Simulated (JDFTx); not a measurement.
Input of a JDFTx 1.7.0 (patched build) run:

The input bands.in:

```
include PtS2.lattice
coords-type Lattice
include PtS2.ionpos

ion-species pseudo/Pt.upf
ion-species pseudo/S.upf
elec-cutoff 42 336
elec-ex-corr gga-PBEsol
elec-smearing Fermi 0.0018374661
elec-n-bands 22
electronic-minimize nIterations 30 energyDiffThreshold 1e-06
davidson-band-ratio 1.3
forces-output-coords Cartesian
include path.kpoints
symmetries none
fix-electron-density run.$VAR

dump-name bands.$VAR
dump End Ecomponents EigStats BandEigs Kpoints Forces
```

The input PtS2.lattice:

```
lattice \
    6.6956776048    -3.3478388024     0.0000000000 \
    0.0000000000     5.7986269013     0.0000000000 \
    0.0000000000     0.0000000000     9.5219519968
```

PtS2.ionpos

```
ion Pt     0.0000000000     0.0000000000     0.0000000000 1
ion S      0.6666666667     0.3333333333     0.7730000000 1
ion S      0.3333333333     0.6666666667     0.2270000000 1
```

The input path.kpoints:

```
kpoint +0.0000000000 +0.0000000000 +0.0000000000 0.020000000000
kpoint +0.0833333333 +0.0000000000 +0.0000000000 0.020000000000
kpoint +0.1666666667 +0.0000000000 +0.0000000000 0.020000000000
kpoint +0.2500000000 +0.0000000000 +0.0000000000 0.020000000000
kpoint +0.3333333333 +0.0000000000 +0.0000000000 0.020000000000
kpoint +0.4166666667 +0.0000000000 +0.0000000000 0.020000000000
kpoint +0.5000000000 +0.0000000000 +0.0000000000 0.020000000000
kpoint +0.4444444444 +0.1111111111 +0.0000000000 0.020000000000
kpoint +0.3888888889 +0.2222222222 +0.0000000000 0.020000000000
kpoint +0.3333333333 +0.3333333333 +0.0000000000 0.020000000000
kpoint +0.2857142857 +0.2857142857 +0.0000000000 0.020000000000
kpoint +0.2380952381 +0.2380952381 +0.0000000000 0.020000000000
kpoint +0.1904761905 +0.1904761905 +0.0000000000 0.020000000000
kpoint +0.1428571429 +0.1428571429 +0.0000000000 0.020000000000
kpoint +0.0952380952 +0.0952380952 +0.0000000000 0.020000000000
kpoint +0.0476190476 +0.0476190476 +0.0000000000 0.020000000000
kpoint +0.0000000000 +0.0000000000 +0.0000000000 0.020000000000
kpoint +0.0000000000 +0.0000000000 +0.1250000000 0.020000000000
kpoint +0.0000000000 +0.0000000000 +0.2500000000 0.020000000000
kpoint +0.0000000000 +0.0000000000 +0.3750000000 0.020000000000
kpoint +0.0000000000 +0.0000000000 +0.5000000000 0.020000000000
kpoint +0.0714285714 +0.0000000000 +0.5000000000 0.020000000000
kpoint +0.1428571429 +0.0000000000 +0.5000000000 0.020000000000
kpoint +0.2142857143 +0.0000000000 +0.5000000000 0.020000000000
kpoint +0.2857142857 +0.0000000000 +0.5000000000 0.020000000000
kpoint +0.3571428571 +0.0000000000 +0.5000000000 0.020000000000
kpoint +0.4285714286 +0.0000000000 +0.5000000000 0.020000000000
kpoint +0.5000000000 +0.0000000000 +0.5000000000 0.020000000000
kpoint +0.4583333333 +0.0833333333 +0.5000000000 0.020000000000
kpoint +0.4166666667 +0.1666666667 +0.5000000000 0.020000000000
kpoint +0.3750000000 +0.2500000000 +0.5000000000 0.020000000000
kpoint +0.3333333333 +0.3333333333 +0.5000000000 0.020000000000
kpoint +0.2916666667 +0.2916666667 +0.5000000000 0.020000000000
kpoint +0.2500000000 +0.2500000000 +0.5000000000 0.020000000000
kpoint +0.2083333333 +0.2083333333 +0.5000000000 0.020000000000
kpoint +0.1666666667 +0.1666666667 +0.5000000000 0.020000000000
kpoint +0.1250000000 +0.1250000000 +0.5000000000 0.020000000000
kpoint +0.0833333333 +0.0833333333 +0.5000000000 0.020000000000
kpoint +0.0416666667 +0.0416666667 +0.5000000000 0.020000000000
kpoint +0.0000000000 +0.0000000000 +0.5000000000 0.020000000000
kpoint +0.5000000000 +0.0000000000 +0.5000000000 0.020000000000
kpoint +0.5000000000 +0.0000000000 +0.3750000000 0.020000000000
kpoint +0.5000000000 +0.0000000000 +0.2500000000 0.020000000000
kpoint +0.5000000000 +0.0000000000 +0.1250000000 0.020000000000
kpoint +0.5000000000 +0.0000000000 +0.0000000000 0.020000000000
kpoint +0.3333333333 +0.3333333333 +0.0000000000 0.020000000000
kpoint +0.3333333333 +0.3333333333 +0.1250000000 0.020000000000
kpoint +0.3333333333 +0.3333333333 +0.2500000000 0.020000000000
kpoint +0.3333333333 +0.3333333333 +0.3750000000 0.020000000000
kpoint +0.3333333333 +0.3333333333 +0.5000000000 0.020000000000
```

Potentials or basis: PseudoDojo-SR-PBEsol-0.4.1-standard with smoothed tails.

Run with:

```console
$ jdftx -c 1 -i bands.in -o bands.out
```

(1) Estimate the band gap along the path.

## Answers

(1) 0.98 eV, indirect (least direct gap 1.49 eV).

Caveat: spin-orbit coupling is left out, which moves the levels of the heavy elements.
